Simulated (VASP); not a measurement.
Set up this calculation in VASP 6.6.1, as the native input.

```
Task                   : relaxation of the atoms
Functional             : PBE
Dispersion             : D3(BJ)
Potentials or basis    : VASP PAW PBE potentials, release 64 (Cu, O)
Cutoff                 : 600 eV
k mesh                 : 6 × 6 × 6
Occupations            : gaussian, width 0.03 eV
Spin                   : no spin polarisation
Further INCAR settings : ALGO = Normal; EDIFF = 1e-07; IBRION = 2; EDIFFG = -0.01; NSW = 40
```

The structure of Cu2O (Cuprite) lies in POSCAR:

```
Cu2O                                    
1.0
    4.2320523287      0.0000000000      0.0000000000
    0.0000000000      4.2320523287      0.0000000000
    0.0000000000      0.0000000000      4.2320523287
  Cu              O             
     4     2
Direct
     0.2500000000000000    0.2500000000000000    0.2500000000000000
     0.2500000000000000    0.7500000000000000    0.7500000000000000
     0.7500000000000000    0.7500000000000000    0.2500000000000000
     0.7500000000000000    0.2500000000000000    0.7500000000000000
     0.0000000000000000    0.0000000000000000    0.0000000000000000
     0.5000000000000000    0.5000000000000000    0.5000000000000000
```

The cell isn't the ideal one: a relaxed cell with its volume scaled by 0.98.

These files were run (other wordings do the same):

INCAR

```
SYSTEM = Cu2O
PREC     = Accurate       ! precision mode
ENCUT    = 600            ! plane-wave cutoff, eV
EDIFF    = 1E-7           ! SCF threshold, eV
ISMEAR   = 0              ! smearing method
SIGMA    = 0.03           ! smearing width, eV
LREAL    = .FALSE.        ! projectors in reciprocal space
LASPH    = .TRUE.         ! aspherical terms in the spheres
NELM     = 80             ! most SCF steps
ALGO     = Normal         ! electronic algorithm
ISIF     = 2              ! what is computed and relaxed
LWAVE    = .FALSE.        ! write WAVECAR
LCHARG   = .FALSE.        ! write CHGCAR
GGA      = PE             ! functional
IVDW     = 12             ! dispersion correction
IBRION   = 2              ! ionic algorithm
NSW      = 40             ! ionic steps
EDIFFG   = -0.01          ! ionic threshold
KPAR     = 2
```

KPOINTS

```
regular mesh
0
G
  6 6 6
  0 0 0
```

Potentials or basis: VASP PAW PBE potentials, release 64 (Cu, O).

Launch:

```bash
$ cat potpaw_PBE.64/Cu/POTCAR potpaw_PBE.64/O/POTCAR > POTCAR
$ mpirun -np 2 vasp_std > vasp.out
```

It gave:

| Property | Result |
| --- | --- |
| Pressure after relaxing | 2.6 GPa |
| Band gap on the k mesh | 0.58 eV, direct |
| Dispersion energy per atom | -0.315 eV |

Caveat: the relaxation stopped at its first step, so nothing moved.

Run time: 25 s on 2 MPI ranks on Intel(R) Xeon(R) Platinum 8375C CPU @ 2.90GHz (Ice Lake), with other jobs on the host, peak memory 0.22 GiB a rank.
